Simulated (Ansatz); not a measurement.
## Zone-centre phonons of ZrO2 at 1 GPa: input and output

These are results of Ansatz, DFT PBEsol, scalar-relativistic, plane waves, PAW, not measurements.

Launched with:
```bash
ansatz run input.yaml --threads 1 --pin off --max-ram 3072MiB --backend cpu --events-out ev --progress --plain --runs-dir out
```

Input (bare energies are in eV):
```yaml
crystal:
  lattice:
    - [0.0, 2.5287552248, 2.5287552248]
    - [2.5287552248, 0.0, 2.5287552248]
    - [2.5287552248, 2.5287552248, 0.0]
  atoms:
    - { symbol: Zr, position: [0.0, 0.0, 0.0] }
    - { symbol: O, position: [0.25, 0.25, 0.25] }
    - { symbol: O, position: [0.75, 0.75, 0.75] }
basis:
  ecutwfc: 420
kpoints:
  mp_grid: { grid: [8, 8, 8] }
hamiltonian:
  xc: pbesol
scf:
  occupations: { method: fixed }
output:
  eigenvalues: true
phonons:
  method: dfpt
  dielectric: true
  rigid_motions: translations
  eigenvectors: true
```

Results section of the output:
```
--- Phonons (Γ-DFPT): 2 representative perturbations + reference, on 95 of 512 k-points (Σ response iterations 6) ---
  k mesh reduced under 4 symmetry operations, with k and −k counted as one. Each operation leaves every solved perturbation unchanged. A smaller set is not considered because the run solves the response ...
  ASR residual: 5.296e-4 → 0.000e0 eV/Å²; symmetrization residual: 8.181e-7 eV/Å²
  ASR residual per site (eV/Å²): 5.30e-4 3.69e-4 3.69e-4
  Γ frequencies (cm⁻¹): 0.00 0.00 0.00 250.62 250.62 250.62 569.01 569.01 569.01
  ε∞ (high-frequency dielectric tensor):
        5.842060     0.000000    -0.000000
        0.000000     5.842060     0.000000
        0.000000     0.000000     5.842060
  ε⁰ (static dielectric tensor: ions relaxed, cell fixed):
       39.601246     0.000000    -0.000000
        0.000000    39.601246    -0.000000
       -0.000000    -0.000000    39.601246
  ε⁰ − ε∞ (ionic part):
       33.759186     0.000000    -0.000000
        0.000000    33.759186    -0.000000
       -0.000000    -0.000000    33.759186
  softest optical mode at Γ: 250.62 cm⁻¹; the repairs (sum rule, projections) moved no ω² at Γ by more than (2.53 cm⁻¹)²
  Born effective charges Z* (e; rows j = field, columns β = displacement):
    site 0:
         5.74567   -0.00000   -0.00000
         0.00000    5.74567   -0.00000
        -0.00000    0.00000    5.74567
    site 1:
        -2.87284   -0.00000    0.00000
         0.00000   -2.87284   -0.00000
         0.00000   -0.00000   -2.87284
    site 2:
        -2.87284    0.00000   -0.00000
        -0.00000   -2.87284    0.00000
        -0.00000   -0.00000   -2.87284
  Z* charge neutrality: 2.835e-5 e pre-enforcement
  k-mesh period / interband length: 28.6 Å / 1.37 Å = 20.85 at k = (0.0000, 0.0000, 0.0000), direct gap 3.886 eV — 14 or more, which is no proof of convergence
  optical modes at Γ without the LO–TO term, one row a degenerate level:
      ω (cm⁻¹) modes IR ((D/Å)²/amu)
        250.62      3            96.4549
        569.01      3             0.0000
  optical modes at Γ + LO–TO along q̂ = [1.0000, 0.0000, 0.0000]:
      ω (cm⁻¹) modes IR ((D/Å)²/amu)
        250.62      2            64.3032
        569.01      3             0.0000
        652.50      1            32.1516
  optical modes at Γ + LO–TO along q̂ = [0.0000, 1.0000, 0.0000]:
      ω (cm⁻¹) modes IR ((D/Å)²/amu)
        250.62      2            64.3032
        569.01      3             0.0000
        652.50      1            32.1516
  optical modes at Γ + LO–TO along q̂ = [0.0000, 0.0000, 1.0000]:
      ω (cm⁻¹) modes IR ((D/Å)²/amu)
        250.62      2            64.3032
        569.01      3             0.0000
        652.50      1            32.1516
```

The run took 49 s on 1 thread of AMD EPYC (Zen 3) (shared host), peak memory 0.52 GiB.

This fluorite-type form isn't the usual stable structure of the compound.